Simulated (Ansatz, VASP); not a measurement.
## CuI (Marshite): VASP beside Ansatz

Wanted: the spread between two codes on one cell, functional and k mesh.

Calculated with Ansatz 0.2.0; plane waves, with VASP 6.6.1 beside it; G0W0 gap at PBE.

The database entry behind the starting cell differs from later determinations by our own check (about 0.15 % long (mineral sample)), so it need not match the best structure at ambient conditions.

In doubt: one-shot GW on d or f shells is unsure, so the values of those runs are not to be relied on.

### Step 1. The structure

The structure is cubic, space group F-43m (No. 216). The conventional cell has a = 6.063 Å, b = 6.063 Å, c = 6.063 Å, α = 90.00°, β = 90.00°, γ = 90.00°. Cu has 4 I at 2.63 Å nearest. I has 4 Cu at 2.63 Å nearest. Farther neighbours and most contacts between anions are not listed.

### Step 2. Ansatz: G0W0 gap, PBE

Ansatz runs on its default PAW (the set named soft_2) files.

Quasiparticle shifts depend on high empty states and on the cores, so they are the hardest test of two PAW sets.

The input, input.yaml:

```yaml
crystal:
  lattice:
    - [0.0, 3.0315, 3.0315]
    - [3.0315, 0.0, 3.0315]
    - [3.0315, 3.0315, 0.0]
  atoms:
    - { symbol: Cu, position: [0.25, 0.25, 0.25] }
    - { symbol: I, position: [0.0, 0.0, 0.0] }
hamiltonian:
  xc: pbe
  pseudopotentials: { kind: paw }
kpoints:
  mp_grid: { grid: [4, 4, 4] }
scf:
  occupations: { method: fixed }
gw:
  n_empty_bands: 119
  ecut_chi: 100.0
  qp_bands: [v2, c2]
  qp_kpoints: band_edges
  screening: { model: contour_deformation }
```

The run is started by

```
> ansatz run input.yaml --threads 4 --pin off --max-ram 9216MiB --backend cpu --events-out ev --progress --plain --runs-dir out
```

Numbers of over 12 decimals in the logs are rounded to 6 here.

The log of the run:

```text
Engine: ansatz 0.2.0, aarch64-unknown-linux-gnu
Pseudopotentials: kind: paw
Pseudopotential: Cu, paw, valence charge 19, recommended cutoff 420 eV (normal), Cu.paw.azcp
Pseudopotential: I, paw, valence charge 17, recommended cutoff 420 eV (normal), I.paw.azcp
Functional definition: PBE
  parameter kappa = 0.804
  parameter beta = 0.066725
  exchange = pbe_x(kappa = kappa, mu = beta*pi^2/3)
  correlation = pbe_c(beta = beta)
Crystal: 2 atoms, lattice volume = 55.719 Å³
Basis set: ecut = 420 eV, 1067 PW (Γ)
Bands: 22, of which v1, the nominal top of the filled ones, is band 18 counted from 1 (17 counted from 0)
Symmetry: 24 space group operations
Space group: F-43m (ITA 216), of the structure as read, at distance tolerance 3.8e-5 Å
k-points: 8 of 64 (time reversal used)
Non-local potential: Cu, projectors of the file, l = 0: 3, l = 1: 2, l = 2: 3, l = 3: 1
Non-local potential: I, projectors of the file, l = 0: 2, l = 1: 2, l = 2: 2, l = 3: 2
PAW form: soft (Blöchl's): semilocal exchange-correlation on the pseudo side does not see the compensation charge
PAW one-centre angular grid: Cu, 590 points (default); XC on 64 Gauss nodes
PAW one-centre angular grid: I, 590 points (default); XC on 64 Gauss nodes
Initial density: superposition of atomic densities (neutral atoms: chi_scale 0, normalization atom), corrected by the library's trained network
Initial wavefunctions: pseudopotential atomic-orbital guess
Functional: x = pbe(κ = 0.804, μ = 0.219515), c = pbe(β = 0.066725)
SCF iter   1: F=—  HF=-14138.331842 eV  |F-HF|=—  |Δ(HF+E_count)|=         —  Δρ=1.70e-3  dr2=9.33e-4  ethr=1.77e-3  ⟨swp⟩=5.0  Hψ=719  notcnv=0  defer=11
preconditioner: auto → none  [insulator: Δε(μ)=1.133 eV  Ē_g=8.933 eV  n_scr=14 (ndim 8)  ℏωp=21.1 eV  f_vac=0.179  ε∞_Penn≈6.6]
SCF iter   2: F=—  HF=-14138.332143 eV  |F-HF|=—  |Δ(HF+E_count)|=   3.01e-4  Δρ=2.39e-3  dr2=1.97e-3  ethr=2.59e-6  ⟨swp⟩=3.0  Hψ=432  notcnv=0  defer=12
SCF iter   3: F=—  HF=-14138.331666 eV  |F-HF|=—  |Δ(HF+E_count)|=   4.77e-4  Δρ=2.16e-4  dr2=1.70e-5  ethr=2.59e-6  ⟨swp⟩=2.0  Hψ=323  notcnv=0  defer=12
SCF iter   4: F=—  HF=-14138.331683 eV  |F-HF|=—  |Δ(HF+E_count)|=   1.73e-5  Δρ=8.13e-5  dr2=1.52e-6  ethr=4.71e-8  ⟨swp⟩=2.0  Hψ=247  notcnv=0  defer=12
SCF iter   5: F=—  HF=-14138.331691 eV  |F-HF|=—  |Δ(HF+E_count)|=   7.81e-6  Δρ=1.96e-5  dr2=1.11e-7  ethr=4.23e-9  ⟨swp⟩=2.0  Hψ=248  notcnv=0  defer=12
SCF iter   6: F=-14138.331692 eV  HF=-14138.331692 eV  |F-HF|=3.43e-8  |Δ(HF+E_count)|=   6.14e-7  Δρ=3.63e-6  dr2=6.50e-9  ethr=2.78e-10  ⟨swp⟩=6.1  Hψ=630  notcnv=0
SCF 1 converged in 6 iterations: F = -14138.331692 eV  dr2 = 6.50e-9
  greatest PAW one-centre occupation: 1.000 electrons in one spin orbital (limit 2), on the Cu atom at site 0 (counted from 0), in its partial waves of l = 0
NSCF: frozen V_eff on 8 k-points
G₀W₀ screening: q 1/8
G₀W₀ screening: q 2/8 (q-point 5)
G₀W₀ screening: q 3/8 (q-point 6)
G₀W₀ screening: q 4/8 (q-point 2)
G₀W₀ screening: q 5/8 (q-point 4)
G₀W₀ screening: q 6/8 (q-point 8)
G₀W₀ screening: q 7/8 (q-point 3)
G₀W₀ screening: q 8/8 (q-point 7)
G₀W₀ self-energy: k 1/6
G₀W₀ self-energy: k 2/6
G₀W₀ self-energy: k 3/6
G₀W₀ self-energy: k 4/6
G₀W₀ self-energy: k 5/6
G₀W₀ self-energy: k 6/6
NSCF: frozen V_eff on 1 k-points
SCF converged after 6 iterations
Free energy (F): -14138.331692 eV
Harris-Foulkes:  -14138.331692 eV  (|F-HF|=3.43e-8)
Internal energy: -14138.331692 eV  (E = F + TS)
E sigma→0 (E₀):  -14138.331692 eV
Fermi energy:    8.168152 eV
--- Per-component energies (eV) ---
  E_band       = -866.848457
  E_kinetic    = 489.561906
  E_local      = -7623.522030  (includes V_loc(G=0)·N_el)
  E_nonlocal   = 313.961243
  E_hartree    = 3543.703846
  E_xc         = -215.231323
  E_vxc        = -241.041692  (∫ρ·V_xc dr)
  E_paw        = -6492.674180  (= ΣΔE_a)
  E_vpaw       = -893.221270  (= ΣTr[D̂ρ^β])
  E_aug_tail   = 0.000298  (compensation charges beyond the density's cutoff)
  E_ewald      = -4154.131452
  E_smearing   = -0.000000  (= −TS)
  E_closure    = -0.000000  (closes the sum)
  Σ components = -14138.331692   (vs F -14138.331692, Δ=0.00e0)
--- Band table (eV; the first three rows and the last of 8) ---
  k-point 0: bands = [... 14 lower, 6.3142, 8.1682, 8.1682, 8.1682, 9.2866, 13.0372, 13.0372, 13.0372]
  k-point 1: bands = [... 14 lower, 6.3052, 6.8932, 7.7964, 7.7964, 10.4191, 13.5934, 13.5934, 13.6378]
  k-point 2: bands = [... 14 lower, 6.3428, 6.3878, 7.4574, 7.4574, 10.3047, 13.5813, 13.5813, 15.5510]
  k-point 7: bands = [... 14 lower, 6.2657, 6.3973, 6.5665, 6.9083, 12.6499, 12.8188, 14.1741, 14.5533]
--- G₀W₀: contour deformation, 7 samples at zero and on the imaginary axis and 2 off it, 64 q-points, 119 empty bands' worth ---
  eigenvalues of the whole cell's RPA ε∞ on this k-mesh (on a slab, of 1 + 4πα/V) = 9.4190, 9.4190, 9.4190; static W/v taken at q = 0 is 0.106168
  gw.qp_kpoints: band_edges: 6 of 8 stored k-points solved, in 1 pass; an edge of the gap read off the rows below is read off those points alone
    valence top: of the k-points left out ik 5 came nearest to being solved in a further pass, in band 18 (counted from 1, as in the quasiparticle table): it holds the edge there only if its correction is more favourable than any solved in that band by at least 0.681 eV; those differ by 0.075 eV
    conduction bottom: of the k-points left out ik 5 came nearest to being solved in a further pass, in band 19 (counted from 1, as in the quasiparticle table): it holds the edge there only if its correction is more favourable than any solved in that band by at least 2.028 eV; those differ by 0.363 eV
    ik  band        ε_KS         Σx   Σc(E_QP)       V_xc       Z   E_QP_lin       E_QP  E_QP is
     0    17      8.1682   -35.9175     5.5390   -29.8332  0.7029     7.6075     7.6229  root
     0    18      8.1682   -35.9175     5.5390   -29.8332  0.7029     7.6075     7.6229  root
     0    19      9.2866    -8.0614    -4.0900   -12.5033  0.7733     9.6435     9.6385  root
     0    20     13.0372    -6.6460    -4.2259   -11.1429  0.7534    13.3115    13.3081  root
     1    17      7.7964   -36.2722     5.8975   -29.7974  0.6950     7.2009     7.2192  root
     1    18      7.7964   -36.2722     5.8975   -29.7974  0.6950     7.2009     7.2192  root
     1    19     10.4191    -8.1077    -4.1362   -12.6165  0.7670    10.7976    10.7916  root
     1    20     13.5934    -7.1787    -4.3018   -11.7666  0.7456    13.8831    13.8795  root
     2    17      7.4574   -36.5063     6.2219   -29.6781  0.6875     6.8298     6.8512  root
     2    18      7.4574   -36.5063     6.2219   -29.6781  0.6875     6.8298     6.8512  root
     2    19     10.3047    -8.7429    -3.9084   -13.0086  0.7666    10.6673    10.6620  root
     2    20     13.5813    -7.7807    -4.0999   -12.1337  0.7469    13.8373    13.8345  root
     3    17      7.2875   -37.8565     6.6585   -30.5959  0.6788     6.6638     6.6854  root
     3    18      7.2875   -37.8565     6.6585   -30.5959  0.6788     6.6638     6.6854  root
     3    19     11.3652    -9.9749    -3.9946   -14.3993  0.7557    11.8036    11.7949  root
     3    20     11.5544    -6.6479    -3.8585   -10.6259  0.7704    11.6745    11.6740  root
     4    17      6.8961   -41.6042     7.7639   -33.2450  0.6588     6.2789     6.3008  root
     4    18      7.0292   -39.0851     7.1557   -31.3109  0.6692     6.3871     6.4107  root
     4    19     11.3383    -9.3202    -3.7224   -13.3302  0.7617    11.6294    11.6259  root
     4    20     12.7956    -8.6009    -4.1606   -13.0751  0.7488    13.1137    13.1091  root
     6    17      6.6693   -41.6485     8.0754   -32.9531  0.6508     6.0241     6.0493  root
     6    18      6.6693   -41.6485     8.0754   -32.9531  0.6508     6.0241     6.0493  root
     6    19     10.8735    -9.4132    -3.1209   -12.6009  0.7689    10.9405    10.9403  root
     6    20     11.0618   -10.8944    -3.4233   -14.6263  0.7592    11.3741    11.3703  root
```

It took 10 s on 4 threads of Arm Neoverse V1, shared host; peak memory 0.55 GiB.

Reading the cycles: dr2 is the Hartree energy of the density residual (eV), the measure of convergence; HF is the Harris–Foulkes estimate of the energy, which meets the free energy F at convergence.

(Part 1 of 2 ends here.)

[Lines on the potential files, build, host, timing and source positions are cut from VASP's logs without a mark.]

[Logs are printed without paths, hosts, clocks, repeated set-up lines and the standing remarks that a program may print on its own settings, such as how far it seeks lower states.]

[Hosts, paths, dates, database ids (printed as entryN), source tags and the programs' standing remarks are cut or masked in the printed files.]
